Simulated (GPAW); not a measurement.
The system is Bi.

```
Bi
1.0
    -1.98143    1.98143    1.98143
     1.98143   -1.98143    1.98143
     1.98143    1.98143   -1.98143
Bi
1
Direct
  0.00000 0.00000 0.00000
```

This isn't the form of Bi at room conditions, which is rhombohedral.

```yaml
Program: GPAW 26.7.0
Task: relaxation of cell and atoms
Functional: LDA
Potentials_or_basis: the program's PAW data sets (release 1.2.1) made for this functional
Cutoff: 600 eV
Basis: pw
k_mesh: 9 × 9 × 9
Occupations: fermi-dirac, width 0.05 eV
Spin: no spin polarisation
```

At the start: pressure -3.4 GPa; volume 31.12 Å³/atom.

How do energy, volume and symmetry change on relaxing?

Over 4 steps the energy falls by 19.9 meV/atom and the volume is 29.27 Å³/atom (-5.9 %); space group Im-3m (No. 229, to 0.05 Å).

The path:
| step | energy change (eV) | largest force (eV/Å) | pressure (GPa) | volume (Å³) |
| --- | --- | --- | --- | --- |
| 1 | 0.0000 | 0.0000 | -3.42 | 31.12 |
| 2 | -0.0144 | 0.0000 | -1.93 | 30.24 |
| 3 | -0.0198 | 0.0000 | 0.11 | 29.21 |
| 4 | -0.0199 | 0.0000 | 0.00 | 29.27 |

Final structure:
```xyz
1
Lattice="-1.9413 1.9413 1.9413 1.9413 -1.9413 1.9413 1.9413 1.9413 -1.9413" Properties=species:S:1:pos:R:3 pbc="T T T"
Bi    0.0000    0.0000    0.0000
```

Caveat: later steps reuse the first step's grids.
